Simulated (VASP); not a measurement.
Wanted: the native input for a VASP 6.6.1 run.

```
Task                   : relaxation of cell and atoms
Functional             : PBE
Dispersion             : D2
Potentials or basis    : VASP PAW PBE potentials, release 64 (Sr_sv)
Cutoff                 : 600 eV
k mesh                 : 8 × 8 × 8
Occupations            : fermi-dirac, width 0.05 eV
Spin                   : no spin polarisation
Further INCAR settings : ALGO = Normal; EDIFF = 1e-06; IBRION = 2; EDIFFG = -0.005; NSW = 60; ISIF = 3
```

The structure of Sr lies in POSCAR:

```
Sr
1.0
   -3.7063582770      3.7063582770      2.0208764669
    3.7063582770     -3.7063582770      2.0208764669
    3.7063582770      3.7063582770     -2.0208764669
Sr
2
Direct
    0.0000000000      0.0000000000      0.0000000000
    0.7500000000      0.2500000000      0.5000000000
```

This isn't the form of Sr at room conditions, which is fcc.

These files were run (other wordings do the same):

INCAR

```
ALGO = Normal
EDIFF = 1E-6
EDIFFG = -0.005
ENCUT = 600
GGA = PE
IBRION = 2
ISIF = 3
ISMEAR = -1
IVDW = 1
LASPH = True
LCHARG = False
LREAL = False
LWAVE = False
NELM = 80
NSW = 60
PREC = Accurate
SIGMA = 0.05
```

KPOINTS

```
k-points
0
Gamma
  8 8 8
```

Potentials or basis: VASP PAW PBE potentials, release 64 (Sr_sv).

The run is started by

```bash
$ cat potpaw_PBE.64/Sr_sv/POTCAR > POTCAR
$ mpirun -np 1 vasp_std > vasp.out
```

Results of the run:

```
Relaxed volume                         : 46.06 Å³/atom
Relaxed cell                           : a = 5.295 Å, b = 5.295 Å, c = 5.295 Å, α = 97.25°, β = 97.25°, γ = 138.40°
Space group after relaxing (to 0.05 Å) : I4_1/amd (No. 141)
Energy gained by relaxing              : 47.4 meV/atom
Ionic steps                            : 10
Pressure after relaxing                : 0.0 GPa
Band gap on the k mesh                 : none (metal or under the smearing width)
Dispersion energy per atom             : -0.345 eV
```

Caveat: atom-pairwise D2, TS and ULG terms overbind metals; the volume moved by over 15 % at a fixed basis, so the end points are rough; pairwise dispersion overbinds metals, which lowers pressure and volume.

Run time: 5.6 min on 1 thread of Intel(R) Xeon(R) 6975P-C (Granite Rapids), on a shared host, peak memory 0.38 GiB.
